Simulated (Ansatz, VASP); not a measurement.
**Tl in VASP and in Ansatz**

```
CELL_PARAMETERS angstrom
3.40140 0.00000 0.00000
-1.70070 2.94570 0.00000
0.00000 0.00000 5.44300
ATOMIC_POSITIONS crystal
Tl 0.33333 0.66667 0.25000
Tl 0.66667 0.33333 0.75000
```

Alike in both runs: functional LDA; k mesh 11 × 11 × 6; occupations fermi-dirac, width 0.1 eV; no spin polarisation.

Ansatz relaxed the structure, and its values are those at the end. VASP's run is a single point on that final structure, the one shown.

```csv
,VASP,Ansatz
version,VASP 6.6.1,Ansatz 0.2.0
potentials or method,"VASP PAW LDA potentials, release 64 (Tl_d)","plane waves (420 eV) with PAW, scalar-relativistic"
plane-wave cutoff (eV),520,420
valence electrons in the cell,26,26
```

VASP gave:

* pressure (GPa): 0.1

Q: What did Ansatz give for the same quantities?

A: Pressure (GPa): 0.0.

Ansatz warned: «pseudo_functional_mismatch».

The runs have no spin-orbit coupling, so splittings on Tl are missing.
